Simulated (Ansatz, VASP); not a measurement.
**Pt: VASP beside Ansatz**

File INCAR:

```
PREC     = Accurate       # precision mode
ENCUT    = 520            # plane-wave cutoff, eV
EDIFF    = 1E-7           # SCF threshold, eV
ISMEAR   = -1             # smearing method
SIGMA    = 0.05           # smearing width, eV
LREAL    = False          # projectors in reciprocal space
LASPH    = True           # aspherical terms in the spheres
NELM     = 60             # most SCF steps
ALGO     = Normal         # electronic algorithm
ISIF     = 2              # what is computed and relaxed
LWAVE    = False          # write WAVECAR
LCHARG   = False          # write CHGCAR
GGA      = PE             # functional
NBANDS   = 11             # bands
```

KPOINTS

```
Automatic mesh
0
Gamma
  12 12 12
```

Contents of POSCAR:

```
Pt
1.0
   -1.5735873306      1.5735873306      1.5735873306
    1.5735873306     -1.5735873306      1.5735873306
    1.5735873306      1.5735873306     -1.5735873306
Pt
1
Direct
    0.0000000000      0.0000000000      0.0000000000
```

Contents of input.yaml:

```yaml
crystal:
  lattice:
    - [-1.5735873306, 1.5735873306, 1.5735873306]
    - [1.5735873306, -1.5735873306, 1.5735873306]
    - [1.5735873306, 1.5735873306, -1.5735873306]
  atoms:
    - { symbol: Pt, position: [0.0, 0.0, 0.0] }
hamiltonian:
  xc: pbe
  pseudopotentials: { kind: paw }
kpoints:
  mp_grid: { grid: [12, 12, 12] }
scf:
  occupations: { method: fermi_dirac, width: 0.05 }
output:
  forces: true
  stress: true
  eigenvalues: true
  write_density: true
  write_potential: true
  elf: true
  volumetric_format: npy
```

Change from the starting cell: volume scaled by 0.98.

Alike in both runs: task single point; functional PBE; k mesh 12 × 12 × 12; occupations fermi-dirac, width 0.05 eV; no spin polarisation.

|  | VASP | Ansatz |
| --- | --- | --- |
| version | VASP 6.6.1 | Ansatz 0.2.0 |
| potentials or method | VASP PAW PBE potentials, release 64 (Pt) | Ansatz PAW |
| plane-wave cutoff (eV) | 520 | 420 |
| valence electrons in the cell | 10 | 18 |

|  | VASP | Ansatz | Ansatz less VASP |
| --- | --- | --- | --- |
| gap on the k mesh at the Fermi level (eV) | none | none | - |
| pressure (GPa) | 3.2 | 3.6 | +0.48 |

A gap of «none» marks a metal or a gap that the smearing closes. The functional is the same, so the differences come from potentials, cutoffs and numerics. The two sets of potentials don't hold the same shells in valence.

Spin-orbit coupling is left out, which matters for the levels of Pt.
